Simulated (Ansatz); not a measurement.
# MgO (Fm-3m) in Ansatz: a series of runs, part 2 of 2

Ansatz 0.2.0. The steps go on from the part before.

## Step 5: Relaxation of cell and atoms, PBEsol+D3(BJ)

input.yaml reads:

```yaml
crystal:
  lattice:
    - [0.0, 2.0970013927, 2.0970013927]
    - [2.0970013927, 0.0, 2.0970013927]
    - [2.0970013927, 2.0970013927, 0.0]
  atoms:
    - { symbol: Mg, position: [0.0, 0.0, 0.0] }
    - { symbol: O, position: [0.5, 0.5, 0.5] }
hamiltonian:
  xc: pbesol
  pseudopotentials: { kind: paw }
  dispersion: d3bj
kpoints:
  mp_grid: { grid: [11, 11, 11] }
scf:
  occupations: { method: fermi_dirac, width: 0.05 }
output:
  forces: true
  stress: true
relax:
  f_tol: 0.01
  max_steps: 40
  cell: { stress_tol: 0.05 }
```

Started as:

```sh
$ ansatz run input.yaml --threads 2 --pin off --max-ram 5632MiB --backend cpu --events-out ev --progress --plain --runs-dir out
```

It took 2.4 s on 2 threads of Arm Neoverse V2, shared host; peak memory 0.27 GiB.

It converged, with:

| Property | Result |
| --- | --- |
| Free energy | -2476.3767 eV |
| Relaxed volume | 9.10 Å³/atom |
| Relaxed cell | a = 2.953 Å, b = 2.953 Å, c = 2.953 Å, α = 60.00°, β = 60.00°, γ = 60.00° |
| Space group after relaxing (to 0.05 Å) | Fm-3m (No. 225) |
| Energy gained by relaxing | 0.7 meV/atom |
| Ionic steps | 6 |
| Pressure after relaxing | 0.0 GPa |
| Band gap on the k mesh | 4.89 eV |

Step by step:
```csv
step,energy change (eV),largest force (eV/Å),volume (Å³)
1,0.0000,0.0000,18.44
2,-0.0015,0.0000,18.34
3,-0.0026,0.0000,18.21
4,-0.0016,0.0000,18.21
5,-0.0016,0.0000,18.20
6,-0.0015,0.0000,18.20
```

Final structure:
```
Mg O
1.0
     0.00000    2.08773    2.08773
     2.08773    0.00000    2.08773
     2.08773    2.08773    0.00000
Mg O
1 1
Direct
  0.00000 0.00000 0.00000
  0.50000 0.50000 0.50000
```

Caveat: odd divisions of the mesh miss points on the zone boundary, where band edges often lie, so the gap on the mesh can be too wide; the plane-wave basis is chosen anew once the cell has moved, so the energies of steps on either side of that aren't comparable; the pressure holds a Pulay correction of +0.7 GPa for the finite cutoff; the PAW data sets come from PBE, with cores solved anew for the run's functional, which leaves a small shift of forces and pressure.

## Step 6: Relaxation of cell and atoms, PBEsol+D4

Edit input.yaml of step 5 so:

```diff
@@ -11,3 +11,3 @@
   pseudopotentials: { kind: paw }
-  dispersion: d3bj
+  dispersion: d4
 kpoints:
```

Potentials or basis: Ansatz PAW.

Started as:

```sh
$ ansatz run input.yaml --threads 2 --pin off --max-ram 5632MiB --backend cpu --events-out ev --progress --plain --runs-dir out
```

The program printed:

```text
Warning: RAYON_NUM_THREADS=2 ignored (pool sized by the plan → 2); use --threads N
Engine: ansatz 0.2.0, aarch64-unknown-linux-gnu
Pseudopotentials: kind: paw
Pseudopotential: Mg, paw, valence charge 10, recommended cutoff 420 eV (normal), Mg.paw.azcp
Pseudopotential: O, paw, valence charge 6, recommended cutoff 420 eV (normal), O.paw.azcp
Functional definition: PBEsol
  exchange = pbesol_x
  correlation = pbesol_c
Crystal: 2 atoms, lattice volume = 18.443 Å³
Basis set: ecut = 420 eV, 339 PW (Γ), exchange–correlation on 40×40×40 points (8 copies of the dense FFT grid, shifted against one another)
Bands: 12, of which v1, the nominal top of the filled ones, is band 8 counted from 1 (7 counted from 0)
Symmetry: 48 space group operations
Space group: Fm-3m (ITA 225), of the structure as read, at distance tolerance 2.6e-5 Å
k-points: 56 of 1331
Non-local potential: Mg, projectors of the file, l = 0: 3, l = 1: 2, l = 2: 1
Non-local potential: O, projectors of the file, l = 0: 2, l = 1: 2, l = 2: 1
PAW form: soft (Blöchl's): semilocal exchange-correlation on the pseudo side does not see the compensation charge
PAW frozen core: Mg, regenerated for the run's functional, and the local potential with it (the file was generated under x = pbe(κ = 0.804, μ = 0.2195149727645171), c = pbe(β = 0.06672455060314922))
PAW frozen core: O, regenerated for the run's functional, and the local potential with it (the file was generated under x = pbe(κ = 0.804, μ = 0.2195149727645171), c = pbe(β = 0.06672455060314922))
PAW one-centre angular grid: Mg, 110 points (default); XC on 64 Gauss nodes
PAW one-centre angular grid: O, 110 points (default); XC on 64 Gauss nodes
Initial density: superposition of atomic densities (neutral atoms: chi_scale 0, normalization atom), corrected by the library's trained network
Initial wavefunctions: pseudopotential atomic-orbital guess
Functional: x = pbesol(κ = 0.804, μ = 0.12345679012345678), c = pbesol(β = 0.046)
SCF iter   1: F=—  HF=-2476.069021 eV  |F-HF|=—  |Δ(HF+E_count)|=         —  Δρ=1.48e-2  dr2=3.18e-2  ethr=1.77e-3  ⟨swp⟩=5.4  Hψ=3847  notcnv=0
preconditioner: auto → none  [insulator: Δε(μ)=4.633 eV  Ē_g=18.438 eV  σ=0.050 eV  W_gap=1.00  n_scr=8 (ndim 8)  ℏωp=24.5 eV  f_vac=0.000  D(μ)=0.00/eV (n_scr^D=0)  ε∞_Penn≈2.8]
SCF iter   2: F=—  HF=-2476.060240 eV  |F-HF|=—  |Δ(HF+E_count)|=   8.78e-3  Δρ=4.14e-3  dr2=3.08e-3  ethr=1.99e-4  ⟨swp⟩=2.0  Hψ=1322  notcnv=0
SCF iter   3: F=—  HF=-2476.059446 eV  |F-HF|=—  |Δ(HF+E_count)|=   7.95e-4  Δρ=6.65e-4  dr2=4.36e-5  ethr=1.93e-5  ⟨swp⟩=2.1  Hψ=877  notcnv=0
SCF iter   4: F=—  HF=-2476.059425 eV  |F-HF|=—  |Δ(HF+E_count)|=   2.06e-5  Δρ=9.38e-5  dr2=6.62e-7  ethr=2.73e-7  ⟨swp⟩=2.5  Hψ=1094  notcnv=0
iter 5 did not close the SCF: its close was put off for the readings that it lacked (scf_convergence_deferred on its scf_iter line)
SCF iter   5: F=-2476.059425 eV  HF=-2476.059425 eV  |F-HF|=6.06e-8  |Δ(HF+E_count)|=   5.25e-7  Δρ=2.92e-5  dr2=6.68e-8  ethr=4.14e-9  ⟨swp⟩=2.1  Hψ=928  notcnv=0
SCF iter   6: F=-2476.059425 eV  HF=-2476.059425 eV  |F-HF|=2.16e-10  |Δ(HF+E_count)|=   2.21e-8  Δρ=3.46e-6  dr2=1.10e-9  ethr=4.17e-10  ⟨swp⟩=2.1  Hψ=2297  notcnv=0
SCF 1 converged in 6 iterations: F = -2476.059425 eV  dr2 = 1.10e-9
[... 46 lines left out ...]
SCF iter   8: F=-2476.059439 eV  HF=-2476.059439 eV  |F-HF|=9.09e-13  |Δ(HF+E_count)|=    0.00e0  Δρ=2.30e-10  dr2=3.84e-18  ethr=1.00e-12  ⟨swp⟩=2.0  Hψ=1919  notcnv=0
SCF 4 converged in 8 iterations: F = -2476.059439 eV  dr2 = 3.84e-18
relax step   4: F+E_penalty+E_count = -2476.05943923 eV  Δ(F+E_penalty+E_count) = -1.542e-4 eV  max|allowed force component| = 5.407e-30 eV/Å  Δτ_max = 0.0000 Å  P = +0.024 GPa  Ω = 18.499 Å³  stress off target by 2.39e-2 GPa  SCF on the basis re-selected at this cell (its energy is not comparable with the rows above)  (8 SCF iters)
basis re-selected at this cell: Δ(F+E_penalty+E_count) = -1.542e-4 eV, ΔP = +0.023 GPa vs the last step (what re-selecting the basis moved, of the pressure what is left beyond the Pulay correction that the steps carried, after the strain that the cell walked since its last selection, with what the two solves' SCF thresholds leave and, on support functions, any second-order correction that the steps lacked; it is no measure of the basis error at this ecutwfc). This SCF's stress stands 2.39e-2 GPa from its target on what of the cell is left free (relax.cell.stress_tol is 5.00e-2 GPa) and its largest allowed force component is 5.41e-30 eV/Å (relax.f_tol is 1.00e-2 eV/Å): within both
SCF converged after 8 iterations
Free energy (F): -2476.059439 eV
Harris-Foulkes:  -2476.059439 eV  (|F-HF|=9.09e-13)
Internal energy: -2476.059439 eV  (E = F + TS)
E sigma→0 (E₀):  -2476.059439 eV
Fermi energy:    10.561076 eV
--- Per-component energies (eV) ---
  E_band       = -290.061395
  E_kinetic    = 255.275301
  E_local      = -1594.778292  (includes V_loc(G=0)·N_el)
  E_nonlocal   = 143.767505
  E_hartree    = 550.444493
  E_xc         = -104.011978
  E_vxc        = -134.026774  (∫ρ·V_xc dr)
  E_paw        = -433.067594  (= ΣΔE_a)
  E_vpaw       = -61.190635  (= ΣTr[D̂ρ^β])
  E_aug_tail   = 0.002513  (compensation charges beyond the density's cutoff)
  E_ewald      = -1293.596319
  E_disp       = -0.189218  (pairwise vdW)
  E_core_change = 0.094150  (= ΣΔE_core)
  E_smearing   = -0.000000  (= −TS)
  E_closure    = -0.000000  (closes the sum)
  Σ components = -2476.059439   (vs F -2476.059439, Δ=0.00e0)
--- Forces (eV/Å), atoms counted from 1 ---
  atom   1  Mg    -0.00000000     0.00000000     0.00000000
  atom   2  O      0.00000000    -0.00000000     0.00000000
  max |Σ_I F_I| component: 1.02e-29 eV/Å
--- Stress (GPa, compression-positive) ---
        0.023870      -0.000000      -0.000000
       -0.000000       0.023870      -0.000000
       -0.000000      -0.000000       0.023870
  P = ⅓ Tr σ = 0.0239 GPa (0.239 kbar)
--- Relaxed structure (3 steps of the walk, 3 accepted, 1 SCFs on fresh bases) ---
  F+E_penalty+E_count = -2476.05943923 eV   max|allowed force component| = 5.407e-30 eV/Å   (the final SCF, on the basis selected at the relaxed cell)
  cell:  # Å, volume = 18.4994 Å³
    - [1.6559959106910663e-34, 2.0991449826754063, 2.0991449826754063]
    - [2.0991449826754063, 8.279979553455335e-34, 2.0991449826754063]
    - [2.0991449826754063, 2.0991449826754063, 6.623983642764267e-34]
  atoms:
    - { symbol: Mg, position: [4.633959710461538e-37, -5.231889995712624e-37, -5.829820280933258e-37] }
    - { symbol: O, position: [0.5, 0.5, 0.5] }
```

Wall time 2.6 s (2 threads of Arm Neoverse V2, shared host); peak memory 0.27 GiB.

What came out:

- Free energy: -2476.0594 eV
- Relaxed volume: 9.25 Å³/atom
- Relaxed cell: a = 2.969 Å, b = 2.969 Å, c = 2.969 Å, α = 60.00°, β = 60.00°, γ = 60.00°
- Space group after relaxing (to 0.05 Å): Fm-3m (No. 225)
- Energy gained by relaxing: 0.0 meV/atom
- Ionic steps: 4
- Pressure after relaxing: 0.0 GPa
- Band gap on the k mesh: 4.73 eV

Final structure:
```
Mg O
1.0
     0.00000    2.09914    2.09914
     2.09914    0.00000    2.09914
     2.09914    2.09914    0.00000
Mg O
1 1
Direct
  0.00000 0.00000 0.00000
  0.50000 0.50000 0.50000
```

Caveat: odd divisions of the mesh miss points on the zone boundary, where band edges often lie, so the gap on the mesh can be too wide; the plane-wave basis is chosen anew once the cell has moved, so the energies of steps on either side of that aren't comparable; the pressure holds a Pulay correction of +0.7 GPa for the finite cutoff; the PAW data sets come from PBE, with cores solved anew for the run's functional, which leaves a small shift of forces and pressure. A k mesh can miss the band edges.

## Step 7: The runs side by side

| task | level | cell | smearing | gap on the mesh (eV) | pressure (GPa) | relaxed volume (Å³/atom) |
| --- | --- | --- | --- | --- | --- | --- |
| single point | PBE | as given | gaussian 0.011 eV | 4.87 | 6.9 | - |
| relaxation of cell and atoms | PBE | relaxed | fermi-dirac 0.05 eV | 4.46 | 0.0 | 9.62 |
| relaxation of cell and atoms | LDA | relaxed | fermi-dirac 0.05 eV | 5.03 | 0.0 | 8.99 |
| relaxation of cell and atoms | PBEsol+D3(BJ) | relaxed | fermi-dirac 0.05 eV | 4.89 | 0.0 | 9.10 |
| relaxation of cell and atoms | PBEsol+D4 | relaxed | fermi-dirac 0.05 eV | 4.73 | 0.0 | 9.25 |

Alike in all rows: potentials or basis Ansatz PAW; no spin polarisation; k mesh 11 × 11 × 11; cutoff (eV) 420.

Caveats: odd divisions of the mesh miss points on the zone boundary, where band edges often lie, so the gap on the mesh can be too wide; the plane-wave basis is chosen anew once the cell has moved, so the energies of steps on either side of that aren't comparable (some runs); the PAW data sets come from PBE, with cores solved anew for the run's functional, which leaves a small shift of forces and pressure (some runs).

Absolute energies hang on the potentials; compare differences alone.

## Step 8: Against experiment

Step 2. Against the measured gap of MgO, 7.83 eV (quoted in “Electronic structure of alkaline earth and post-transition metal oxides”, 2009, arxiv:0908.1581), the calculated 4.87 eV is off by -2.96 eV. The value is that of PBE, without temperature or zero-point motion. Semilocal functionals fall short of measured gaps as a rule. The cell is a database's relaxed one, not the measured one, which moves gaps too.
